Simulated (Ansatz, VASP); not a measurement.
## ZnS in VASP and in Ansatz

```
Zn S
1.0
     0.00000    2.69451    2.79556
     2.69451    0.00000    2.79556
     2.69451    2.69451    0.00000
Zn S
1 1
Direct
  0.00000 0.00000 0.00000
  0.75000 0.75000 0.75000
```

Change from the starting cell: strain +0.0375 x Voigt [0, 0, 1, 0, 0, 0], atoms carried along.

Alike in both runs: task single point; functional r2SCAN; k mesh 8 × 8 × 8; occupations gaussian, width 0.05 eV; no spin polarisation.

|  | VASP | Ansatz |
| --- | --- | --- |
| version | VASP 6.6.1 | Ansatz 0.2.0 |
| potentials or method | VASP PAW PBE potentials, release 64 (Zn, S) | scalar-relativistic, plane waves, PAW |
| plane-wave cutoff (eV) | 520 | 500 |
| valence electrons in the cell | 18 | 18 |

Ansatz gave:

```
gap on the k mesh at the Fermi level (eV)       : 2.48
least direct gap on the mesh (eV)               : 2.48
pressure (GPa)                                  : -2.7
largest component of the traceless stress (GPa) : 1.16
```

**Question.** Which values does VASP return?

**Answer.** gap on the k mesh at the Fermi level (eV): 2.49; least direct gap on the mesh (eV): 2.49; pressure (GPa): -2.7; largest component of the traceless stress (GPa): 1.17.

With one functional, cell and mesh, what is left measures potentials, basis and numerics.

Caveats: the PAW data sets were made with another functional, which shifts forces and pressure a little (VASP).
